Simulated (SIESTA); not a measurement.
# Sr under changes of volume

One of the cells (57.446 Å³/atom); the others are scaled copies at fixed shape and fractional positions:

```xyz
1
Lattice="0.0000 3.0625 3.0625 3.0625 0.0000 3.0625 3.0625 3.0625 0.0000" Properties=species:S:1:pos:R:3 pbc="T T T"
Sr    0.0000    0.0000    0.0000
```

| Item | Value |
| --- | --- |
| Program | SIESTA 5.4.2 |
| Functional | PBEsol |
| Potentials or basis | PseudoDojo 0.4 standard (PBEsol files) |
| Basis | DZP (energy shift 0.003 Ry; two zetas on semicore shells; d shell added on Sr) |
| Grid cutoff | 500 Ry |
| Energy shift | 0.003 Ry |
| k mesh | 8 × 8 × 8 |
| Occupations | fermi-dirac, width 0.05 eV |
| Spin | no spin polarisation |

```tsv
volume (Å³/atom)	energy over the lowest point (meV/atom)	pressure (GPa)
52.940	0.00	-0.2
54.067	2.98	-0.5
55.193	7.60	-0.7
57.446	21.13	-1.1
58.572	?	?
59.698	39.40	-1.4
```

What does the run at 58.572 Å³/atom give?

Energy over the lowest point 29.74 meV/atom; pressure -1.3 GPa.

Worked out: A Birch-Murnaghan fit of order 3 (a polynomial in V^(-2/3)) to the other rows has its minimum at 51.73 Å³/atom, just outside them, with B0 = V·E''(V) = 13.5 GPa and B' = 4.1. It gives 29.74 meV/atom at 58.572 Å³/atom, against the run's 29.74, and -dE/dV = -1.3 GPa, against -1.3.

Energies are extrapolated to zero smearing.

Caveats: the basis of atomic orbitals isn't converged, which shifts pressures, moduli and gaps.
